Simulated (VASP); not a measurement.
Runs of VASP 6.6.1 on WS2. The structure is cubic, space group Fm-3m (No. 225). The conventional cell has a = 5.862 Å, b = 5.862 Å, c = 5.862 Å, α = 90.00°, β = 90.00°, γ = 90.00°. W (site symmetry m-3m) is surrounded by 8 S at 2.54 Å. Around S (site symmetry -43m) lie 4 W at 2.54 Å. The cell was built by a generator and needn't be a form met in nature.

```tsv
level	potentials or basis	k mesh	smearing	exchange at q = 0	grid for exact exchange (PRECFOCK)	screening parameter	mesh quality	gap on the mesh (eV)	pressure (GPa)
PBE	VASP PAW PBE potentials, release 64 (W_sv, S)	6 × 6 × 6	fermi-dirac 0.02 eV	-	-	-	not flagged	none	0.8
LDA	VASP PAW LDA potentials, release 64 (W_sv, S)	6 × 6 × 6	fermi-dirac 0.02 eV	-	-	-	not flagged	none	(a)
PBE	VASP PAW PBE potentials, release 64 (W_sv, S)	6 × 6 × 6	gaussian 0.001 eV	-	-	-	not flagged	none	0.8
HSE06	VASP PAW PBE potentials, release 64 (W_sv, S)	4 × 4 × 4	fermi-dirac 0.02 eV	truncated	Normal	0.2079 1/A	coarse	none	-4.4
```

Alike in all rows: task single point; no spin polarisation; cell as given; cutoff (eV) 520.

Question: Estimate the missing entries.

Answer: (a) -7.2.

Caveats: some runs use coarse meshes; the PAW data sets were made with another functional, which shifts forces and pressure a little (some runs).

A k mesh can miss the band edges, and the runs leave out spin-orbit coupling on W.

A gap of «none» marks a metal or a gap under the smearing width.

Not every run made on this cell is shown here.
